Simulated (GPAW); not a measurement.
# CdGeAs2 (I-42d) in GPAW: notebook, part 2 of 2

GPAW 26.7.0.

### 5 Band structure, PBEsol

run.py

```python
from ase import Atoms
from ase.dft.bandgap import bandgap
from ase.io import write
from ase.units import GPa
from gpaw import GPAW, PW, setup_paths

setup_paths.insert(0, '.')

atoms = Atoms(['Cd', 'Cd', 'As', 'As', 'As', 'As', 'Ge', 'Ge'],
              cell=[[-2.9888745628, 2.9888745628, 5.6642966801],
                    [2.9888745628, -2.9888745628, 5.6642966801],
                    [2.9888745628, 2.9888745628, -5.6642966801]],
              scaled_positions=[[0.5, 0.5, 0.0],
                                [0.25, 0.75, 0.5],
                                [0.09621757, 0.125, 0.47121757],
                                [0.375, 0.90378243, 0.02878243],
                                [0.65378243, 0.625, 0.52878243],
                                [0.875, 0.34621757, 0.97121757],
                                [0.75, 0.25, 0.5],
                                [0.0, 0.0, 0.0]],
              pbc=True)

calc = GPAW(mode=PW(600),
            xc='PBEsol',
            kpts={'size': (4, 4, 4), 'gamma': True},
            occupations={'name': 'fermi-dirac', 'width': 0.05},
            nbands=45,
            convergence={'density': 1e-05, 'energy': 1e-05},
            maxiter=150,
            txt='gpaw.txt')
atoms.calc = calc
energy = atoms.get_potential_energy()
forces = atoms.get_forces()
stress = atoms.get_stress()
calc.write('gs.gpw')
write('result.traj', atoms)
print(f'Energy: {energy:.6f} eV')
print('Forces (eV/A):')
print(forces.round(4))
print('Stress (GPa):', (stress / GPa).round(3))
print('Fermi level:', round(calc.get_fermi_level(), 4), 'eV')
print(f'Gap: {bandgap(calc)[0]:.4f} eV, direct: {bandgap(calc, direct=True)[0]:.4f} eV')

path = atoms.cell.bandpath('GXYSGZS1NPY1Z,XP', npoints=80, eps=1e-4)
bs_calc = calc.fixed_density(kpts=path, symmetry='off', nbands=78,
                             convergence={'bands': 'CBM+6.0', 'eigenstates': 1e-6}, txt='bands.txt')
bs = bs_calc.band_structure()
bs.write('bs.json')
print(f'Gap on the path: {bandgap(bs_calc)[0]:.4f} eV')
```

Potentials or basis: PAW data sets generated in the run's folder for this functional, pw.

Started as:

```console
> gpaw-setup -f PBEsol As Cd Ge
> OMP_NUM_THREADS=1 python run.py
```

gpaw.txt:

```text
__  _  _
 | _ |_)|_||  |
 |__||  | ||/\| - 26.7.0

Input parameters:
  mode=PW(ecut=600.0),
  convergence={'density': 1e-05, 'energy': 1e-05},
  kpts=MonkhorstPack(size=(4, 4, 4), gamma=True),
  maxiter=150,
  nbands=45,
  occupations=Occupations(name='fermi-dirac', width=0.05),
  xc=XC(name='PBEsol')

Diagonalizing LCAO Hamiltonian
Converting LCAO to pw mode

           As
        Cd
             As
          Ge  As
               Cd

        Ge
            As

Atoms  # Å, Bohr magnetons
|   | symbol |         x |         y |         z |    initial magnetic moments |
|---|--------|-----------|-----------|-----------|-----------------------------|
| 0 |     Cd |  0.000000 |  0.000000 |  5.664297 | ( 0.0000,  0.0000,  0.0000) |
| 1 |     Cd |  2.988875 |  0.000000 |  2.832148 | ( 0.0000,  0.0000,  0.0000) |
| 2 |     As |  1.494437 |  1.322383 | -1.416074 | ( 0.0000,  0.0000,  0.0000) |
| 3 |     As |  1.666491 | -1.494437 |  7.080371 | ( 0.0000,  0.0000,  0.0000) |
| 4 |     As |  1.494437 |  1.666491 |  4.248223 | ( 0.0000,  0.0000,  0.0000) |
| 5 |     As |  1.322383 |  4.483312 |  1.416074 | ( 0.0000,  0.0000,  0.0000) |
| 6 |     Ge | -0.000000 |  2.988875 |  2.832148 | ( 0.0000,  0.0000,  0.0000) |
| 7 |     Ge |  0.000000 |  0.000000 |  0.000000 | ( 0.0000,  0.0000,  0.0000) |

Unit cell  # Å
| periodic |         x |         y |         z |  lengths |     angles |
|----------|-----------|-----------|-----------|----------|------------|
|      yes | -2.988875 |  2.988875 |  5.664297 | 7.067602 | 129.964632 |
|      yes |  2.988875 | -2.988875 |  5.664297 | 7.067602 | 129.964632 |
|      yes |  2.988875 |  2.988875 | -5.664297 | 7.067602 |  73.463313 |

Number of symmetries: 4
Symmetry operations  # r_c * U_cc + t_c -> r_c
|   | kind |            matrix            |
|---|------|------------------------------|
| 0 |  E   |  1, 0, 0,  0, 1, 0,  0, 0, 1 |
| 1 |  C2  |  0, 1, 0,  1, 0, 0, -1,-1,-1 |
| 2 |  S4  |  0, 0, 1, -1,-1,-1,  0, 1, 0 |
| 3 |  S4  | -1,-1,-1,  0, 0, 1,  1, 0, 0 |

BZ-sampling:
  Number of BZ points: 64
  Number of IBZ points: 14

  Monkhorst-Pack size: [4, 4, 4]
  Monkhorst-Pack shift: [0.125, 0.125, 0.125]

K-points  # in reciprocal-cell coordinates
|     |                                coordinates |     weight |
|-----|--------------------------------------------|------------|
|   0 | (  0.00000000,   0.00000000,   0.00000000) | 0.01562500 |
|   1 | (  0.25000000,  -0.25000000,   0.00000000) | 0.06250000 |
|   2 | (  0.25000000,  -0.25000000,   0.25000000) | 0.06250000 |
|   3 | (  0.25000000,   0.00000000,   0.00000000) | 0.12500000 |
|   4 | (  0.25000000,   0.25000000,  -0.25000000) | 0.03125000 |
|   5 | (  0.25000000,   0.25000000,   0.25000000) | 0.03125000 |
|   6 | (  0.50000000,   0.00000000,   0.25000000) | 0.12500000 |
|   7 | (  0.50000000,   0.00000000,   0.50000000) | 0.06250000 |
|   8 | (  0.50000000,   0.25000000,   0.00000000) | 0.12500000 |
|   9 | (  0.50000000,   0.25000000,   0.25000000) | 0.12500000 |
| ... |                                            |            |
|  13 | (  0.50000000,   0.50000000,   0.50000000) | 0.01562500 |

Plane wave coefficients: 6764
Cutoff: 600.0 eV

Spin-components: 1 (collinear spins)
Bands:           45
Projectors:      42
Spin-degeneracy: 2
Datatype:        complex128

Parallelization:
  kpt:    1
  domain: 1
  band:   1

Density:
  Valence electrons: 52.0
  Components: 1
  Grid points: [40 40 40]
  Charge: 0.0  # |e|

Potential:
  Grid points: [40 40 40]

species:
  Cd:
    name:    Cadmium
    Z:       48.0
    valence: 12
    core:    36
    charge:  0.0  # [|e|]
    compensation charges:
      type: gauss
      rc: 0.38  # [Å]
      lmax: 2
    cutoffs:
      filter: 2.12  # [Å]
      core: 2.62  # [Å]
    projectors
    | kind |    occ | energy [eV] | rcut [Å] |
    |------|--------|-------------|----------|
    |   5s |  2.000 |      -5.696 |    1.191 |
    |   5p |  0.000 |      -1.145 |    1.228 |
    |   4d | 10.000 |     -11.735 |    1.164 |
    |    s |        |      21.516 |    1.191 |
    |    p |        |      26.066 |    1.228 |
    |    d |        |      15.476 |    1.164 |

    Using partial waves for Cd as LCAO basis

  As:
    name:    Arsenic
    Z:       33.0
    valence: 5
    core:    28
    charge:  0.0  # [|e|]
    compensation charges:
      type: gauss
      rc: 0.33  # [Å]
      lmax: 2
    cutoffs:
      filter: 1.87  # [Å]
      core: 2.96  # [Å]
    projectors
    | kind |    occ | energy [eV] | rcut [Å] |
    |------|--------|-------------|----------|
    |   4s |  2.000 |     -14.495 |    1.058 |
    |   4p |  3.000 |      -5.197 |    1.058 |
    |    s |        |      12.716 |    1.058 |
    |    p |        |      22.014 |    1.058 |
    |    d |        |       0.000 |    1.058 |

    Using partial waves for As as LCAO basis

  Ge:
    name:    Germanium
    Z:       32.0
    valence: 4
    core:    28
    charge:  0.0  # [|e|]
    compensation charges:
      type: gauss
      rc: 0.32  # [Å]
      lmax: 2
    cutoffs:
      filter: 1.77  # [Å]
      core: 3.42  # [Å]
    projectors
    | kind |    occ | energy [eV] | rcut [Å] |
    |------|--------|-------------|----------|
    |   4s |  2.000 |     -11.738 |    1.005 |
    |   4p |  2.000 |      -3.898 |    1.005 |
    |    s |        |      15.473 |    1.005 |
    |    p |        |      23.314 |    1.005 |
    |    d |        |       0.000 |    1.005 |

    Using partial waves for Ge as LCAO basis

Reference energy: -664153.912892  # eV

eigensolver:
  PPCG
  Converge bands: occupied
  niter=2

density mixing:
  MSR1-Mixer
  Pratt-step length: 0.05
  Maximum mixing coefficient: 0.75
  Old densities: 10
  SVD Regularization: 0.005
  Good broyden scale: 1.0
  Trust region scale: 1.0
  Backstep threshold: 4.0
  History deletion threshold: 6.0
  Fourier metric: weight=20.0, sigma=0.015

occupation numbers:
  Fermi-Dirac:
    width: 0.0500  # eV

poisson solver:
  ecut: 4800.0  # eV

xc functional:
  name: PBEsol with 2 nearest neighbor stencil

convergence criteria:
- Maximum integral of absolute [dens]ity change: 1e-05 electrons / valence electron
- Maximum [total energy] change in last 3 cyles: 1e-05 eV / valence electron
- Maximum integral of absolute [eigenst]ate change: 4e-08 eV^2 / valence electron
maximum number of iterations: 150

SCF iterations
|iter     | |      energy | eigst |  dens |
|---------|-|-------------|-------|-------|
|iter:   1| |  -34.255203 | -0.08 |       |
|iter:   2| |  -34.134049 | -2.34 | -1.11 |
|iter:   3| |  -33.649862 | -1.52 | -1.14 |
|iter:   4| |  -33.544653 | -2.44 | -1.61 |
|iter:   5| |  -33.504762 | -3.23 | -1.90 |
|iter:   6| |  -33.504176 | -4.66 | -2.38 |
|iter:   7| |  -33.504171 | -5.90 | -3.13 |
|iter:   8| |  -33.504173c| -7.05 | -3.71 |
|iter:   9| |  -33.504174c| -8.09c| -4.25 |
|iter:  10| |  -33.504173c| -7.96c| -4.65 |
|iter:  11| |  -33.504173c| -8.85c| -5.31c|

Converged in 11 steps
Energy contributions relative to reference atoms: (reference = -664153.912892)

Energy contributions:
  Kinetic:          69.740261
  Coulomb:         -64.299032
  Zero:              0.157898
  External:          0.000000
  Xc:              -39.102341
  Entropy:          -0.001916
  Spinorbit:         0.000000
  ----------------------------
  Free energy:     -33.505132
  Extrapolated:    -33.504173

dipole moment: (-17.277387, -22.048302, 0.296343)  # |e|*Ang

Fermi level: 4.700
Eigenvalues  # (at kpt = [0.000, 0.000, 0.000])
| band index |      eig [eV] | occ [0-2] |
|------------|---------------|-----------|
|          0 |        -8.152 |     2.000 |
|        ... |               |           |
|         18 |         0.708 |     2.000 |
|         19 |         1.066 |     2.000 |
|         20 |         1.585 |     2.000 |
|         21 |         2.569 |     2.000 |
|         22 |         2.569 |     2.000 |
|         23 |         4.436 |     1.990 |
[... 8 lines left out ...]
|         32 |         8.539 |     0.000 |
|         33 |         9.229 |     0.000 |
|        ... |               |           |
|         44 |        14.296 |     0.000 |

Gap: 0.218 eV
Transition (v -> c):
  (s=0, k=0, n=25, [0.00, 0.00, 0.00]) -> (s=0, k=0, n=26, [0.00, 0.00, 0.00])
No difference between direct/indirect transitions

Forces  # eV/Ang
|        x |        y |        z |
|----------|----------|----------|
|  0.00000 |  0.00000 |  0.00000 |  # Cd   0
| -0.00000 | -0.00000 |  0.00000 |  # Cd   1
| -0.00000 |  0.22751 |  0.00001 |  # As   2
| -0.22751 | -0.00000 | -0.00001 |  # As   3
|  0.00000 | -0.22751 |  0.00001 |  # As   4
|  0.22751 |  0.00000 | -0.00001 |  # As   5
|  0.00000 |  0.00000 |  0.00000 |  # Ge   6
|  0.00000 |  0.00000 | -0.00000 |  # Ge   7

Stress tensor  # eV/Ang^3
|        x |        y |        z |
|----------|----------|----------|
| 0.004279 | 0.000000 | 0.000000 |
| 0.000000 | 0.004279 | 0.000000 |
| 0.000000 | 0.000000 | 0.003920 |

# Writing to gs.gpw (mode='')
```

Wall time 7.8 min (1 thread of Intel Xeon Platinum 8488C (Sapphire Rapids), shared host); peak memory 1.2 GiB.

What came out:

```
Free energy             : -33.5051 eV
Pressure                : -0.7 GPa
Largest force           : 0.228 eV/Å
Band gap on the k mesh  : 0.22 eV, direct
Band gap along the path : 0.04 eV, indirect (least direct gap 0.20 eV)
```

Forces on the atoms (eV/Å):
```
Cd   0.000  0.000  0.000
Cd   0.000  0.000  0.000
As   0.000  0.228  0.000
As  -0.228  0.000  0.000
As   0.000 -0.228  0.000
As   0.228  0.000  0.000
Ge   0.000  0.000  0.000
Ge   0.000  0.000  0.000
```

Levels at the corners of the path, in eV from the valence-band top:
```
point  band 24  band 25  band 26  band 27  band 28  band 29
    Γ    -0.31    -0.18    -0.18     0.04     1.21     1.64
    X    -1.12    -0.62    -0.62     0.59     0.59     2.37
    Y    -1.22    -0.95    -0.95     1.00     1.00     2.83
    S    -1.81    -1.05    -0.53     1.33     1.90     2.02
    Γ    -0.31    -0.18    -0.18     0.04     1.21     1.64
    Z    -1.89    -1.03    -1.03     1.32     1.32     1.52
   S1    -1.81    -1.05    -0.53     1.33     1.90     2.02
    N    -1.58    -1.29    -0.71     1.72     1.95     2.58
    P    -1.06    -1.02    -1.02     1.33     1.33     1.93
   Y1    -1.22    -0.95    -0.95     1.00     1.00     2.83
    Z    -1.89    -1.03    -1.03     1.32     1.32     1.52
    X    -1.12    -0.62    -0.62     0.59     0.59     2.37
    P    -1.06    -1.02    -1.02     1.33     1.33     1.93
```

Caveat: the mesh misses the band edges, which the band path finds closer together.

### 6 The reference run

An earlier run on the cell as given: functional PBE; potentials or basis GPAW PAW data sets (gpaw-data 1.2.1); cutoff 600 eV; basis pw; k mesh 6 × 6 × 6; occupations fermi-dirac, width 0.05 eV; no spin polarisation.

- Pressure: 2.2 GPa
- Largest force: 0.198 eV/Å
- Band gap on the k mesh: 0.19 eV, indirect (least direct gap 0.22 eV)

### 7 Summary

| task | level | potentials or basis | k mesh | band path | band points | mesh quality | gap on the mesh (eV) | pressure (GPa) | largest force (eV/Å) |
| --- | --- | --- | --- | --- | --- | --- | --- | --- | --- |
| band structure | LDA | the program's PAW data sets (release 1.2.1) made for this functional, pw | 4 × 4 × 4 | GXYSGZS1NPY1Z,XP | 80 | not flagged | 0.22 | -2.5 | 0.27 |
| equation of state | LDA | the program's PAW data sets (release 1.2.1) made for this functional, pw | 4 × 4 × 4 | - | - | coarse | - | - | - |
| band structure | PBE | GPAW PAW data sets (gpaw-data 1.2.1), pw | 4 × 4 × 4 | GXYSGZS1NPY1Z,XP | 80 | not flagged | 0.22 | 2.2 | 0.20 |
| band structure | PBEsol | PAW data sets generated in the run's folder for this functional, pw | 4 × 4 × 4 | GXYSGZS1NPY1Z,XP | 80 | not flagged | 0.22 | -0.7 | 0.23 |
| single point | PBE | GPAW PAW data sets (gpaw-data 1.2.1), pw | 6 × 6 × 6 | - | - | not flagged | 0.19 | 2.2 | 0.20 |

Alike in all rows: no spin polarisation; cell as given; cutoff (eV) 600; smearing fermi-dirac 0.05 eV.

Caveats: some runs use coarse meshes; the mesh misses the band edges, which the band path finds closer together (some runs).

Absolute energies hang on the potentials; compare differences alone.

### 8 How close it comes

Step 2. Against the measured direct gap of CdGeAs2, 0.57 eV (direct; 300 K; a printed reference work, data compilation, original work of 1975), the calculated 0.14 eV is off by -0.43 eV. Spin-orbit coupling on As, Cd, Ge is left out. The value is that of LDA, without temperature or zero-point motion. Semilocal functionals fall short of measured gaps as a rule. The cell is a database's relaxed one, not the measured one, which moves gaps too.

Step 4. A measured direct gap of CdGeAs2 is 0.57 eV (direct; 300 K; a printed reference work, data compilation, original work of 1975); the calculated 0.22 eV misses it by -0.35 eV. Spin-orbit coupling on As, Cd, Ge is left out. The value is that of PBE, without temperature or zero-point motion. Semilocal functionals fall short of measured gaps as a rule. The cell is a database's relaxed one, not the measured one, which moves gaps too.

Step 5. Measured direct gap of CdGeAs2: 0.57 eV (direct; 300 K; a printed reference work, data compilation, original work of 1975). This calculation gives 0.20 eV (-0.37 eV). Spin-orbit coupling on As, Cd, Ge is left out. The value is that of PBEsol, without temperature or zero-point motion. Semilocal functionals fall short of measured gaps as a rule. The cell is a database's relaxed one, not the measured one, which moves gaps too.
